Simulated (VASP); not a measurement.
# BaZrO3: band structure with PBE

The system is BaZrO3.

```
Ba Zr O
1.0
     4.23495    0.00000    0.00000
     0.00000    4.23495    0.00000
     0.00000    0.00000    4.23495
Ba Zr O
1 1 3
Direct
  0.00000 0.00000 0.00000
  0.50000 0.50000 0.50000
  0.50000 0.50000 0.00000
  0.00000 0.50000 0.50000
  0.50000 0.00000 0.50000
```

The cell was built by a generator and needn't be a form met in nature.

| Property | Result |
| --- | --- |
| Program | VASP 6.6.1 |
| Task | band structure |
| Functional | PBE |
| Potentials or basis | VASP PAW PBE potentials, release 64 (Ba_sv, Zr_sv, O) |
| Cutoff | 520 eV |
| k mesh | 6 × 6 × 6 |
| Occupations | gaussian, width 0.02 eV |
| Spin | no spin polarisation |
| Further INCAR settings | ALGO = Normal; EDIFF = 1e-06; NBANDS = 28 |

```
Band gap on the k mesh  : 3.12 eV, indirect (least direct gap 3.38 eV)
Band gap along the path : 3.12 eV, indirect (least direct gap 3.38 eV)
```

Levels at the corners of the path, in eV from the valence-band top:
```tsv
point	band 16	band 17	band 18	band 19	band 20	band 21	band 22	band 23	band 24	band 25
Γ	-0.94	-0.94	-0.26	-0.26	-0.26	3.12	3.12	3.12	4.61	4.61
X	-1.69	-1.69	-1.60	-0.49	-0.49	3.54	5.51	5.51	6.32	6.53
X	-1.69	-1.69	-1.60	-0.49	-0.49	3.54	5.51	5.51	6.32	6.53
M	-2.31	-0.93	-0.93	-0.86	-0.07	5.48	5.48	6.27	6.31	7.47
M	-2.31	-0.93	-0.93	-0.86	-0.07	5.48	5.48	6.27	6.31	7.47
Γ	-0.94	-0.94	-0.26	-0.26	-0.26	3.12	3.12	3.12	4.61	4.61
Γ	-0.94	-0.94	-0.26	-0.26	-0.26	3.12	3.12	3.12	4.61	4.61
R	-2.52	-2.52	0.00	0.00	0.00	5.86	5.86	5.86	6.73	6.73
R	-2.52	-2.52	0.00	0.00	0.00	5.86	5.86	5.86	6.73	6.73
X	-1.69	-1.69	-1.60	-0.49	-0.49	3.54	5.51	5.51	6.32	6.53
M	-2.31	-0.93	-0.93	-0.86	-0.07	5.48	5.48	6.27	6.31	7.47
R	-2.52	-2.52	0.00	0.00	0.00	5.86	5.86	5.86	6.73	6.73
```

It took 52 s on 1 thread of Intel(R) Xeon(R) 6975P-C (Granite Rapids), on a shared host, peak memory 0.25 GiB.

Caveat: the log is that of the step along the path at fixed density, whose energy, stress, charges and moments have no meaning; spin-orbit coupling is left out, which moves the levels of the heavy elements. As with any semilocal functional, this PBE gap is likely too small.
